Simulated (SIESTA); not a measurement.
The system is TiSe.

```
Se Ti
1.0
     6.46200    0.00000    0.00000
     0.00000    3.49400    0.00000
     0.00000    0.00000    6.22200
Se Ti
4 4
Direct
  0.78000 0.75000 0.58000
  0.72000 0.25000 0.08000
  0.28000 0.75000 0.92000
  0.22000 0.25000 0.42000
  0.99000 0.75000 0.19000
  0.51000 0.25000 0.69000
  0.49000 0.75000 0.31000
  0.01000 0.25000 0.81000
```

| Quantity | Value |
| --- | --- |
| Program | SIESTA 5.4.2 |
| Task | single point |
| Functional | PBEsol |
| Potentials or basis | PseudoDojo 0.4 standard (PBEsol files) |
| Basis | DZP (energy shift 0.003 Ry; two zetas on semicore shells) |
| Grid cutoff | 800 Ry |
| Energy shift | 0.003 Ry |
| k mesh | 4 × 8 × 5 |
| Occupations | fermi-dirac, width 0.05 eV |
| Spin | no spin polarisation |

On this cell: pressure -1.2 GPa; largest force 0.555 eV/Å; band gap on the k mesh none (metal or under the smearing width).

The same run follows on a disturbed copy (atoms moved at random, drawn with an rms of 0.05 Å):

```
Se Ti
1.0
     6.46200    0.00000    0.00000
     0.00000    3.49400    0.00000
     0.00000    0.00000    6.22200
Se Ti
4 4
Direct
  0.77548 0.74899 0.58097
  0.71510 0.24973 0.07941
  0.28214 0.74757 0.91463
  0.22285 0.25828 0.41931
  0.98448 0.75885 0.18519
  0.50285 0.25704 0.70066
  0.49540 0.75130 0.31109
  0.01915 0.24374 0.81258
```

Task: What does the disturbed cell give?

Result: The energy (extrapolated to zero smearing) moves by +13.5 meV/atom; pressure -0.9 GPa; largest force 1.298 eV/Å; band gap on the k mesh none (metal or under the smearing width).

Forces on the atoms (eV/Å):
```
Se   0.814  0.110  0.350
Se  -0.232  0.162 -0.111
Se   0.386  0.094  0.611
Se  -0.640 -0.159 -0.186
Ti   0.769 -0.196  0.614
Ti   0.317 -0.227 -0.244
Ti  -0.258  0.072 -0.466
Ti  -1.158  0.148 -0.567
```

Stress tensor (GPa, compression positive):
```
-0.04 -0.20  1.26
-0.20 -1.21 -0.19
 1.26 -0.19 -1.39
```

Caveats: the basis of atomic orbitals isn't converged, which shifts pressures, moduli and gaps.
